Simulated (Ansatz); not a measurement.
# HfB2 (P6/mmm) in Ansatz: further runs

The runs below take HfB2 through relaxation of cell and atoms, with PBE+U.

All numbers are computed with Ansatz 0.2.0; they aren't measurements. Logs are shortened: lines on timing, memory, paths and dates and some standing lists are left out, and cuts for length are marked.

**1. The structure**

Symmetry: P6/mmm, No. 191, hexagonal system. Conventional cell: a = 3.140 Å, b = 3.140 Å, c = 3.480 Å, α = 90.00°, β = 90.00°, γ = 120.00°. Hf (site symmetry 6/mmm) has 12 B at 2.51 Å as nearest neighbours. B (site symmetry -6m2) is surrounded by 3 B at 1.81 Å.

**2. Relaxation of cell and atoms, PBE+U**

input.yaml reads:

```yaml
crystal:
  lattice:
    - [3.14, 0.0, 0.0]
    - [-1.57, 2.7193197679, 0.0]
    - [0.0, 0.0, 3.48]
  atoms:
    - { symbol: Hf, position: [0.0, 0.0, 0.0] }
    - { symbol: B, position: [0.6666666667, 0.3333333333, 0.5] }
    - { symbol: B, position: [0.3333333333, 0.6666666667, 0.5] }
hamiltonian:
  xc: pbe
  pseudopotentials: { kind: paw }
  hubbard: { sites: [{ species: Hf, l: d, u_eff: 5.0 }] }
kpoints:
  mp_grid: { grid: [10, 10, 8] }
scf:
  occupations: { method: fermi_dirac, width: 0.05 }
output:
  forces: true
  stress: true
  eigenvalues: true
relax:
  f_tol: 0.01
  max_steps: 40
  cell: { stress_tol: 0.05 }
```

Potentials or basis: Ansatz PAW.

Started as:

```bash
> ansatz run input.yaml --threads 2 --pin off --max-ram 5632MiB --backend cpu --events-out ev --progress --plain --runs-dir out
```

Output:

```text
Warning: RAYON_NUM_THREADS=2 ignored (pool sized by the plan → 2); use --threads N
Hf: projections on atomic orbitals take those of the free atom [Kr 4d10] 4f14 5s2 5p6 5d2 6s2, of charge +0.00 (hamiltonian.pseudopotentials.projection_atoms); the dataset's partial waves leave at most 4.9e-5 of an orbital's norm unspanned inside its sphere
B: projections on atomic orbitals take those of the free atom [He] 2s2 2p1, of charge +0.00 (hamiltonian.pseudopotentials.projection_atoms); the dataset's partial waves leave at most 3.0e-9 of an orbital's norm unspanned inside its sphere
Engine: ansatz 0.2.0, aarch64-unknown-linux-gnu
Pseudopotentials: kind: paw
Pseudopotential: Hf, paw, valence charge 26, recommended cutoff 420 eV (normal), Hf.paw.azcp
Pseudopotential: B, paw, valence charge 3, recommended cutoff 420 eV (normal), B.paw.azcp
Functional definition: PBE
  parameter kappa = 0.804
  parameter beta = 0.06672455060314922
  exchange = pbe_x(kappa = kappa, mu = beta*pi^2/3)
  correlation = pbe_c(beta = beta)
Crystal: 3 atoms, lattice volume = 29.715 Å³
Basis set: ecut = 420 eV, 563 PW (Γ), exchange–correlation on 48×48×48 points (8 copies of the dense FFT grid, shifted against one another)
Bands: 20, of which v1, the nominal top of the filled ones, is band 16 counted from 1 (15 counted from 0)
Symmetry: 24 space group operations
Space group: P6/mmm (ITA 191), of the structure as read, at distance tolerance 3.1e-5 Å
k-points: 70 of 800
Non-local potential: Hf, projectors of the file, l = 0: 3, l = 1: 2, l = 2: 2, l = 3: 3
Non-local potential: B, projectors of the file, l = 0: 2, l = 1: 2, l = 2: 1
PAW form: soft (Blöchl's): semilocal exchange-correlation on the pseudo side does not see the compensation charge
PAW one-centre angular grid: Hf, 590 points (default); XC on 64 Gauss nodes
PAW one-centre angular grid: B, 110 points (default); XC on 64 Gauss nodes
Initial density: superposition of atomic densities (chi_scale 0.1, normalization cell, long waves kept (reshape's long-wave potential 0.00 eV rms))
Initial wavefunctions: pseudopotential atomic-orbital guess
Functional: x = pbe(κ = 0.804, μ = 0.2195149727645171), c = pbe(β = 0.06672455060314922)
SCF iter   1: F=—  HF=-16032.125227 eV  |F-HF|=—  |Δ(HF+E_count)|=         —  Δρ=8.53e-2  dr2=3.85e0  ethr=3.10e-3  ⟨swp⟩=3.8  Hψ=5416  notcnv=0
preconditioner: auto → none  [metal: Δε(μ)=0.073 eV  Ē_g=17.468 eV  σ=0.050 eV  W_gap=0.34  n_scr=8 (ndim 8)  ℏωp=37.3 eV  f_vac=0.000  D(μ)=0.59/eV (n_scr^D=2)  sad-step TF]
SCF iter   2: F=—  HF=-16031.250170 eV  |F-HF|=—  |Δ(HF+E_count)|=   8.75e-1  Δρ=4.58e-2  dr2=1.11e0  ethr=3.10e-3  ⟨swp⟩=3.0  Hψ=3094  notcnv=0
SCF iter   3: F=—  HF=-16031.067483 eV  |F-HF|=—  |Δ(HF+E_count)|=   1.83e-1  Δρ=1.20e-2  dr2=3.61e-2  ethr=3.10e-3  ⟨swp⟩=2.6  Hψ=2994  notcnv=0
SCF iter   4: F=—  HF=-16030.979500 eV  |F-HF|=—  |Δ(HF+E_count)|=   8.80e-2  Δρ=5.09e-3  dr2=7.15e-3  ethr=1.13e-4  ⟨swp⟩=2.4  Hψ=3335  notcnv=0
SCF iter   5: F=—  HF=-16030.988022 eV  |F-HF|=—  |Δ(HF+E_count)|=   8.52e-3  Δρ=1.85e-3  dr2=9.69e-4  ethr=2.24e-5  ⟨swp⟩=2.0  Hψ=2682  notcnv=0
SCF iter   6: F=—  HF=-16030.987105 eV  |F-HF|=—  |Δ(HF+E_count)|=   9.17e-4  Δρ=1.97e-4  dr2=9.38e-6  ethr=3.03e-6  ⟨swp⟩=2.0  Hψ=2513  notcnv=0
SCF iter   7: F=—  HF=-16030.987102 eV  |F-HF|=—  |Δ(HF+E_count)|=   2.98e-6  Δρ=1.86e-5  dr2=9.14e-8  ethr=3.13e-10  ⟨swp⟩=4.8  Hψ=8140  notcnv=0
SCF iter   8: F=-16030.987102 eV  HF=-16030.987102 eV  |F-HF|=8.91e-9  |Δ(HF+E_count)|=   9.84e-8  Δρ=3.29e-6  dr2=3.74e-9  ethr=2.86e-10  ⟨swp⟩=4.3  Hψ=5076  notcnv=0
SCF 1 converged in 8 iterations: F = -16030.987102 eV  dr2 = 3.74e-9
relax step   1: F+E_penalty+E_count = -16030.98710167 eV  Δ(F+E_penalty+E_count) = +0.000e0 eV  max|allowed force component| = 1.049e-16 eV/Å  Δτ_max = 0.0000 Å  P = +6.635 GPa  Ω = 29.715 Å³  (8 SCF iters, dr2 threshold 1.00e-7 eV, accepted)
Crystal: 3 atoms, lattice volume = 30.952 Å³
Basis set: ecut = 420 eV, 565 PW (Γ), exchange–correlation on 48×48×48 points (8 copies of the dense FFT grid, shifted against one another)
Initial density: handed on by an earlier stage of this run
Initial wavefunctions: those handed on with the density
iter 1 solved again at ethr=3.43e-5 eV; its pass at ethr=3.10e-3 eV (dr2=1.10e-2 eV) is discarded
SCF iter   1: F=—  HF=-16031.002525 eV  |F-HF|=—  |Δ(HF+E_count)|=         —  Δρ=4.79e-3  dr2=1.15e-2  ethr=3.43e-5  ⟨swp⟩=1.8  Hψ=8687  notcnv=0
preconditioner: auto → none  [insulator: Δε(μ)=0.238 eV  Ē_g=18.074 eV  σ=0.050 eV  W_gap=0.56  n_scr=8 (ndim 8)  ℏωp=36.6 eV  f_vac=0.000  D(μ)=0.33/eV (n_scr^D=0)  ε∞_Penn≈5.1]
[... 35 lines left out ...]
SCF 5 converged in 6 iterations: F = -16031.009696 eV  dr2 = 9.97e-13
relax step   5: F+E_penalty+E_count = -16031.00969627 eV  Δ(F+E_penalty+E_count) = -1.163e-3 eV  max|allowed force component| = 1.295e-16 eV/Å  Δτ_max = 0.0000 Å  P = +0.014 GPa  Ω = 30.571 Å³  stress off target by 6.23e-2 GPa  SCF on the basis re-selected at this cell (its energy is not comparable with the rows above)  (6 SCF iters)
basis re-selected at this cell: Δ(F+E_penalty+E_count) = -1.163e-3 eV, ΔP = +0.038 GPa vs the last step (what re-selecting the basis moved, of the pressure what is left beyond the Pulay correction that the steps carried, after the strain that the cell walked since its last selection, with what the two solves' SCF thresholds leave and, on support functions, any second-order correction that the steps lacked; it is no measure of the basis error at this ecutwfc). This SCF's stress stands 6.23e-2 GPa from its target on what of the cell is left free (relax.cell.stress_tol is 5.00e-2 GPa) and its largest allowed force component is 1.30e-16 eV/Å (relax.f_tol is 1.00e-2 eV/Å): not within both, so this SCF does not close the relaxation
Crystal: 3 atoms, lattice volume = 30.574 Å³
iter 1 solved again at ethr=3.13e-10 eV; its pass at ethr=3.10e-3 eV (dr2=1.00e-7 eV) is discarded
SCF iter   1: F=—  HF=-16031.009695 eV  |F-HF|=—  |Δ(HF+E_count)|=         —  Δρ=2.26e-5  dr2=1.16e-7  ethr=3.13e-10  ⟨swp⟩=2.4  Hψ=7648  notcnv=0
preconditioner: auto → none  [metal: Δε(μ)=0.117 eV  Ē_g=18.081 eV  σ=0.050 eV  W_gap=0.49  n_scr=8 (ndim 8)  ℏωp=36.8 eV  f_vac=0.000  D(μ)=0.33/eV (n_scr^D=0)]
SCF iter   2: F=—  HF=-16031.009695 eV  |F-HF|=—  |Δ(HF+E_count)|=   5.34e-9  Δρ=1.03e-5  dr2=1.96e-8  ethr=3.13e-10  ⟨swp⟩=2.3  Hψ=2026  notcnv=0
SCF iter   3: F=-16031.009695 eV  HF=-16031.009695 eV  |F-HF|=9.92e-9  |Δ(HF+E_count)|=   9.69e-9  Δρ=4.06e-6  dr2=9.20e-9  ethr=3.03e-11  ⟨swp⟩=4.5  Hψ=5235  notcnv=0
SCF 6 converged in 3 iterations: F = -16031.009695 eV  dr2 = 9.20e-9
relax step   6: F+E_penalty+E_count = -16031.00969461 eV  Δ(F+E_penalty+E_count) = +1.668e-6 eV  max|allowed force component| = 1.789e-16 eV/Å  Δτ_max = 0.0000 Å  P = -0.000 GPa  Ω = 30.574 Å³  energy of the carried Pulay correction = -2.819e-6 eV  (3 SCF iters, dr2 threshold 9.69e-9 eV, accepted)
iter 1 solved again at ethr=5.19e-9 eV; its pass at ethr=3.10e-3 eV (dr2=1.66e-6 eV) is discarded
SCF iter   1: F=—  HF=-16031.009695 eV  |F-HF|=—  |Δ(HF+E_count)|=         —  Δρ=4.09e-6  dr2=9.26e-9  ethr=5.19e-9  ⟨swp⟩=3.7  Hψ=10058  notcnv=0
SCF iter   2: F=—  HF=-16031.009695 eV  |F-HF|=—  |Δ(HF+E_count)|=   2.13e-9  Δρ=2.10e-6  dr2=2.08e-9  ethr=2.89e-11  ⟨swp⟩=2.1  Hψ=2543  notcnv=0
SCF iter   3: F=—  HF=-16031.009695 eV  |F-HF|=—  |Δ(HF+E_count)|=  7.93e-10  Δρ=6.10e-7  dr2=4.98e-11  ethr=6.51e-12  ⟨swp⟩=2.0  Hψ=2466  notcnv=0
SCF iter   4: F=-16031.009695 eV  HF=-16031.009695 eV  |F-HF|=1.09e-11  |Δ(HF+E_count)|=  2.07e-10  Δρ=1.51e-7  dr2=1.10e-11  ethr=1.00e-12  ⟨swp⟩=5.9  Hψ=6826  notcnv=0
SCF 7 converged in 4 iterations: F = -16031.009695 eV  dr2 = 1.10e-11
relax step   7: F+E_penalty+E_count = -16031.00969461 eV  Δ(F+E_penalty+E_count) = -7.258e-9 eV  max|allowed force component| = 1.912e-16 eV/Å  Δτ_max = 0.0000 Å  P = -0.000 GPa  Ω = 30.574 Å³  stress off target by 2.19e-3 GPa  SCF on the basis re-selected at this cell (its energy is not comparable with the rows above)  (4 SCF iters)
basis re-selected at this cell: Δ(F+E_penalty+E_count) = -7.258e-9 eV, ΔP = -0.000 GPa vs the last step (what re-selecting the basis moved, of the pressure what is left beyond the Pulay correction that the steps carried, after the strain that the cell walked since its last selection, with what the two solves' SCF thresholds leave and, on support functions, any second-order correction that the steps lacked; it is no measure of the basis error at this ecutwfc). This SCF's stress stands 2.19e-3 GPa from its target on what of the cell is left free (relax.cell.stress_tol is 5.00e-2 GPa) and its largest allowed force component is 1.91e-16 eV/Å (relax.f_tol is 1.00e-2 eV/Å): within both
SCF converged after 4 iterations
Free energy (F): -16031.009695 eV
Harris-Foulkes:  -16031.009695 eV  (|F-HF|=1.09e-11)
Internal energy: -16031.006918 eV  (E = F + TS)
E sigma→0 (E₀):  -16031.008306 eV
Entropy (-TS):   -0.002777 eV (-0.926 meV/atom)
Fermi energy:    20.544589 eV
--- Per-component energies (eV) ---
  E_band       = 102.783937
  E_kinetic    = 522.853281
  E_local      = -5349.944063  (includes V_loc(G=0)·N_el)
  E_nonlocal   = -1221.939178
  E_hartree    = 2538.120177
  E_xc         = -366.192652
  E_vxc        = -345.139382  (∫ρ·V_xc dr)
  E_hubbard    = 5.094885  (on-site DFT+U / exact-exchange correction)
  E_vhub       = 3.026594  (the Hubbard potential's part of the band-sum identity)
  E_paw        = -7084.794795  (= ΣΔE_a)
  E_vpaw       = 1417.686371  (= ΣTr[D̂ρ^β])
  E_aug_tail   = -0.000008  (compensation charges beyond the density's cutoff)
  E_ewald      = -5074.204565
  E_smearing   = -0.002777  (= −TS)
  E_closure    = 0.000000  (closes the sum)
  Σ components = -16031.009695   (vs F -16031.009695, Δ=0.00e0)
--- Forces (eV/Å), atoms counted from 1 ---
  atom   1  Hf     0.00000000    -0.00000000     0.00000000
  atom   2  B      0.00000000     0.00000000     0.00000000
  atom   3  B      0.00000000    -0.00000000     0.00000000
  max |Σ_I F_I| component: 1.11e-16 eV/Å
--- Stress (GPa, compression-positive) ---
        0.000596       0.000000       0.000000
        0.000000       0.000596       0.000000
        0.000000       0.000000      -0.002189
  P = ⅓ Tr σ = -0.0003 GPa (-0.003 kbar)
--- Band table (eV; the first three rows and the last of 70) ---
  k-point 0: bands = ["-42.4227", "-11.2401", "-10.7685", "-10.7685", "6.5098", "7.6011", "7.6308", "7.6331", "7.6331", "7.6377", "7.6377", "7.7315", "17.1653", "17.6456", "17.6456", "17.7238", "24.7195", "24.7195", "24.7821", "24.7821"]
  k-point 1: bands = ["-42.4199", "-11.2705", "-10.7663", "-10.7663", "6.7308", "7.5995", "7.6307", "7.6354", "7.6354", "7.6355", "7.6355", "7.7315", "15.7123", "17.7897", "17.7897", "19.1040", "23.3119", "23.3119", "24.3213", "24.3213"]
  k-point 2: bands = ["-42.4117", "-11.3444", "-10.7610", "-10.7610", "7.3443", "7.6058", "7.6301", "7.6301", "7.6306", "7.6413", "7.6413", "7.7315", "14.0214", "18.2014", "18.2014", "20.6346", "22.1279", "22.1279", "23.2567", "23.2567"]
  k-point 69: bands = ["-42.3702", "-11.2812", "-11.2787", "-11.1465", "7.6225", "7.6229", "7.6234", "7.6295", "7.6387", "7.6577", "7.7059", "11.0659", "12.0262", "14.6911", "16.9406", "17.2023", "24.4417", "25.6668", "26.6770", "27.0982"]
Occupation matrices written to <dir>
--- Relaxed structure (5 steps of the walk, 5 accepted, 2 SCFs on fresh bases) ---
  F+E_penalty+E_count = -16031.00969461 eV   max|allowed force component| = 1.912e-16 eV/Å   (the final SCF, on the basis selected at the relaxed cell)
  cell:  # Å, volume = 30.5741 Å³
    - [3.1518064525274703, 0.0, 0.0]
    - [-1.5759032262637351, 2.7295444557005015, 0.0]
    - [0.0, 0.0, 3.553886384527791]
  atoms:
    - { symbol: Hf, position: [-1.2528522134523941e-35, -3.3629085168435923e-35, 0.0] }
    - { symbol: B, position: [0.6666666666666665, 0.3333333333333333, 0.5] }
    - { symbol: B, position: [0.3333333333333333, 0.6666666666666666, 0.5] }
```

Wall time 12 s (2 threads of Arm Neoverse V2, shared host); peak memory 0.37 GiB.

What came out:

```yaml
Free_energy: -16031.0097 eV
Relaxed_volume: 10.19 Å³/atom
Relaxed_cell: a = 3.152 Å, b = 3.152 Å, c = 3.554 Å, α = 90.00°, β = 90.00°, γ = 120.00°
Space_group_after_relaxing_to_0.05_Å: P6/mmm (No. 191)
Energy_gained_by_relaxing: 7.5 meV/atom
Ionic_steps: 7
Pressure_after_relaxing: 0.0 GPa
Band_gap_on_the_k_mesh: none (metal or under the smearing width)
```

The path:
```csv
step,energy change (eV),largest force (eV/Å),volume (Å³)
1,0.0000,0.0000,29.71
2,-0.0135,0.0000,30.95
3,-0.0213,0.0000,30.63
4,-0.0214,0.0000,30.57
5,-0.0226,0.0000,30.57
6,-0.0226,0.0000,30.57
7,-0.0226,0.0000,30.57
```

Final structure:
```
Hf B
1.0
     3.15181    0.00000    0.00000
    -1.57590    2.72954    0.00000
     0.00000    0.00000    3.55389
Hf B
1 2
Direct
  0.00000 0.00000 0.00000
  0.66667 0.33333 0.50000
  0.33333 0.66667 0.50000
```

Levels at points of the mesh, in eV from the Fermi level:
```tsv
k point	band 14	band 15	band 16	band 17	band 18	band 19
(0.00, 0.00, 0.00)	-2.90	-2.90	-2.82	4.17	4.17	4.24
(0.00, 0.00, -0.50)	-1.40	-1.40	0.61	0.61	1.02	1.02
(0.00, -0.50, 0.00)	-4.13	-3.68	-2.62	1.58	2.93	5.19
(0.00, -0.50, -0.50)	-4.92	-4.75	-3.26	3.50	3.83	6.07
```

Eigenvalues of the final occupation matrices:
| site | spin | trace | eigenvalues |
| --- | --- | --- | --- |
| site 1 | 1 | 1.43 | 0.27 0.27 0.27 0.32 0.32 |

Caveat: the plane-wave basis is chosen anew once the cell has moved, so the energies of steps on either side of that aren't comparable; U without spin polarisation on a metal has little footing; the U is typed as a test and isn't derived for this compound. PBE usually gives volumes a little too large and moduli too small.

**3. Relaxation of cell and atoms, PBE+U**

input.yaml: that of step 2 with these lines changed.

```diff
@@ -12,3 +12,3 @@
   pseudopotentials: { kind: paw }
-  hubbard: { sites: [{ species: Hf, l: d, u_eff: 5.0 }] }
+  hubbard: { sites: [{ species: Hf, l: d, u_eff: 6.0 }] }
 kpoints:
```

Potentials or basis: Ansatz PAW.

Started as:

```bash
> ansatz run input.yaml --threads 2 --pin off --max-ram 5632MiB --backend cpu --events-out ev --progress --plain --runs-dir out
```

It took 13 s on 2 threads of Arm Neoverse V2, shared host; peak memory 0.37 GiB.

The run converged. Its results:

- Free energy: -16029.9957 eV
- Relaxed volume: 10.25 Å³/atom
- Relaxed cell: a = 3.154 Å, b = 3.154 Å, c = 3.569 Å, α = 90.00°, β = 90.00°, γ = 120.00°
- Space group after relaxing (to 0.05 Å): P6/mmm (No. 191)
- Energy gained by relaxing: 10.7 meV/atom
- Ionic steps: 7
- Pressure after relaxing: 0.0 GPa
- Band gap on the k mesh: none (metal or under the smearing width)

Step by step:
| step | energy change (eV) | largest force (eV/Å) | volume (Å³) |
| --- | --- | --- | --- |
| 1 | 0.0000 | 0.0000 | 29.71 |
| 2 | -0.0203 | 0.0000 | 31.18 |
| 3 | -0.0304 | 0.0000 | 30.81 |
| 4 | -0.0306 | 0.0000 | 30.74 |
| 5 | -0.0320 | 0.0000 | 30.74 |
| 6 | -0.0320 | 0.0000 | 30.75 |
| 7 | -0.0320 | 0.0000 | 30.75 |

Final structure:
```
Hf B
1.0
     3.15389    0.00000    0.00000
    -1.57694    2.73135    0.00000
     0.00000    0.00000    3.56906
Hf B
1 2
Direct
  0.00000 0.00000 0.00000
  0.66667 0.33333 0.50000
  0.33333 0.66667 0.50000
```

Levels at points of the mesh, in eV from the Fermi level:
```
             k point  band 14  band 15  band 16  band 17  band 18  band 19
  (0.00, 0.00, 0.00)    -2.93    -2.93    -2.80     4.13     4.13     4.20
 (0.00, 0.00, -0.50)    -1.48    -1.48     0.65     0.65     0.99     0.99
 (0.00, -0.50, 0.00)    -4.14    -3.77    -2.59     1.43     2.97     5.07
(0.00, -0.50, -0.50)    -4.93    -4.79    -3.42     3.37     3.75     6.01
```

Eigenvalues of the final occupation matrices:
| site | spin | trace | eigenvalues |
| --- | --- | --- | --- |
| site 1 | 1 | 1.41 | 0.26 0.26 0.26 0.32 0.32 |

Caveat: the plane-wave basis is chosen anew once the cell has moved, so the energies of steps on either side of that aren't comparable; U without spin polarisation on a metal has little footing; the U is typed as a test and isn't derived for this compound. Spin-orbit coupling is left out, which matters for the levels of Hf.

**4. Relaxation of cell and atoms, PBE+U**

input.yaml: that of step 3 with these lines changed.

```diff
@@ -12,3 +12,3 @@
   pseudopotentials: { kind: paw }
-  hubbard: { sites: [{ species: Hf, l: d, u_eff: 6.0 }] }
+  hubbard: { sites: [{ species: Hf, l: d, u_eff: 8.0 }] }
 kpoints:
```

Started as:

```bash
> ansatz run input.yaml --threads 2 --pin off --max-ram 5632MiB --backend cpu --events-out ev --progress --plain --runs-dir out
```

It took 14 s on 2 threads of Arm Neoverse V2, shared host; peak memory 0.37 GiB.

It converged, with:

| Property | Result |
| --- | --- |
| Free energy | -16028.0006 eV |
| Relaxed volume | 10.38 Å³/atom |
| Relaxed cell | a = 3.159 Å, b = 3.159 Å, c = 3.603 Å, α = 90.00°, β = 90.00°, γ = 120.00° |
| Space group after relaxing (to 0.05 Å) | P6/mmm (No. 191) |
| Energy gained by relaxing | 19.3 meV/atom |
| Ionic steps | 7 |
| Pressure after relaxing | 0.0 GPa |
| Band gap on the k mesh | none (metal or under the smearing width) |

Step by step:
| step | energy change (eV) | largest force (eV/Å) | volume (Å³) |
| --- | --- | --- | --- |
| 1 | 0.0000 | 0.0000 | 29.71 |
| 2 | -0.0496 | 0.0000 | 31.50 |
| 3 | -0.0557 | 0.0000 | 31.20 |
| 4 | -0.0559 | 0.0000 | 31.12 |
| 5 | -0.0580 | 0.0000 | 31.12 |
| 6 | -0.0580 | 0.0000 | 31.13 |
| 7 | -0.0580 | 0.0000 | 31.13 |

Final structure:
```
Hf B
1.0
     3.15896    0.00000    0.00000
    -1.57948    2.73574    0.00000
     0.00000    0.00000    3.60264
Hf B
1 2
Direct
  0.00000 0.00000 0.00000
  0.66667 0.33333 0.50000
  0.33333 0.66667 0.50000
```

Levels at points of the mesh, in eV from the Fermi level:
```
             k point  band 14  band 15  band 16  band 17  band 18  band 19
  (0.00, 0.00, 0.00)    -3.01    -3.01    -2.73     3.87     3.87     4.23
 (0.00, 0.00, -0.50)    -1.65    -1.65     0.75     0.75     0.90     0.90
 (0.00, -0.50, 0.00)    -4.17    -3.96    -2.54     1.11     3.06     4.63
(0.00, -0.50, -0.50)    -4.97    -4.90    -3.74     3.07     3.58     5.84
```

Eigenvalues of the final occupation matrices:
```csv
site,spin,trace,eigenvalues
site 1,1,1.36,0.24 0.25 0.25 0.32 0.32
```

Caveat: the plane-wave basis is chosen anew once the cell has moved, so the energies of steps on either side of that aren't comparable; U without spin polarisation on a metal has little footing; the U is typed as a test and isn't derived for this compound. PBE usually gives volumes a little too large and moduli too small.

**5. The runs side by side**

| U | gap on the mesh (eV) | pressure (GPa) | relaxed volume (Å³/atom) |
| --- | --- | --- | --- |
| Hf d U = 5 eV | none | 0.0 | 10.19 |
| Hf d U = 6 eV | none | 0.0 | 10.25 |
| Hf d U = 8 eV | none | 0.0 | 10.38 |

Alike in all rows: task relaxation of cell and atoms; level PBE+U; potentials or basis Ansatz PAW; no spin polarisation; cell relaxed; k mesh 10 × 10 × 8; cutoff (eV) 420; smearing fermi-dirac 0.05 eV.

Caveats: the plane-wave basis is chosen anew once the cell has moved, so the energies of steps on either side of that aren't comparable; U without spin polarisation on a metal has little footing; the U is typed as a test and isn't derived for this compound.

Absolute energies hang on the potentials; compare differences alone.
